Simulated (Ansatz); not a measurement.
# TiTe2: stiffness from a series of strains

```
CELL_PARAMETERS angstrom
3.77700 0.00000 0.00000
-1.88850 3.27098 0.00000
0.00000 0.00000 6.49800
ATOMIC_POSITIONS crystal
Ti 0.00000 0.00000 0.00000
Te 0.66667 0.33333 0.26280
Te 0.33333 0.66667 0.73720
```

Atom numbers follow the list: Ti1, Te2, Te3.

The conventional cell has a = 3.777 Å, b = 3.777 Å, c = 6.498 Å, α = 90.00°, β = 90.00°, γ = 120.00°. Ti (atom 1) is surrounded by 6 Te at 2.77 Å. Te (atom 2) has 3 Ti at 2.77 Å as nearest neighbours.

The cell is COD entry 1008063, as deposited and not checked against the literature; nothing was relaxed.

No spin–orbit coupling, which matters for the heavy atoms here.

Computed with Ansatz 0.2.0, DFT, PBEsol, all-electron LAPW, scalar-relativistic.

Sampling and basis: a Γ-centred 13×13×7 k mesh, Fermi–Dirac smearing of 0.03 eV, basis error target 1 meV/atom, no spin polarisation.

The strain is applied along the Cartesian axes of the cell as listed (the other components stay zero). Fractional coordinates are held (clamped ions).

σ is the change of stress from the unstrained cell, which is at -2.26 GPa; tension is positive, so slopes are stress–strain coefficients at that pressure. In a metal the k mesh adds noise.

Only quantities that a quadratic follows smoothly over the whole series are listed; rougher ones are left out.

```tsv
εzz	σzz (GPa)	σxx (GPa)
-0.0200	-2.14	-0.97
0.0000	0.00	0.00
0.0100	1.02	0.43
0.0200	2.00	0.83
```

**Question.** Fit the series and read off the stiffness at zero strain.

**Answer.** Least-squares fits y = p0 + p1 x + p2 x² to the rows give σzz (GPa): p1 = 104, p2 = -180; σxx (GPa): p1 = 45, p2 = -170. So C33 = 104 GPa and C13 = 45 GPa, for these axes.

**Question.** One run, at εzz = -0.0100, is withheld. Predict its row.

**Answer.** The fits give -1.05, -0.47; the run gave -1.05, -0.46.
